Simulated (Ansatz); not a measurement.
## CoO in Ansatz: convergence with xc grid

The system is CoO.

```
CELL_PARAMETERS angstrom
3.19765 0.00000 0.00000
-1.59882 2.76924 0.00000
0.00000 0.00000 5.22871
ATOMIC_POSITIONS crystal
Co 0.33333 0.66667 0.50336
Co 0.00000 0.00000 0.00347
O 0.33333 0.66667 0.87156
O 0.00000 0.00000 0.37161
```

Measurements of this composition are mostly on another form, of space group No. 225.

- Program: Ansatz 0.2.0
- Task: convergence study
- Functional: LDA
- Potentials or basis: all-electron LAPW, scalar-relativistic
- Cutoff: 447 eV (chosen from the basis error)
- Basis error allowed: 0.001 eV/atom
- k mesh: 10 × 10 × 5
- Occupations: fermi-dirac, width 0.05 eV
- Spin: collinear spin, ferromagnetic start
- Starting moments: [2.0, 2.0, 0.0, 0.0] μB

These are the settings of the first run; the series varies xc grid, with any setting tied to it.

Hardware: 4 threads of Intel(R) Xeon(R) 6975P-C (Granite Rapids), with other jobs on the host.

```tsv
xc grid	energy less the tightest run, at zero smearing (meV/atom)	SCF cycles	CPU time (s)	peak memory (GiB)
1	0.00	27	160	0.87
2	0.00	27	170	0.84
3	0.00	27	170	0.86
4	0.00	27	180	0.88
```

Against the tightest run, the energy stays within 1 meV/atom from 1 on. The tightest run that finished is the yardstick and may itself not be fully converged.

Caveat, for the tightest run too: the starting moments weren't kept.
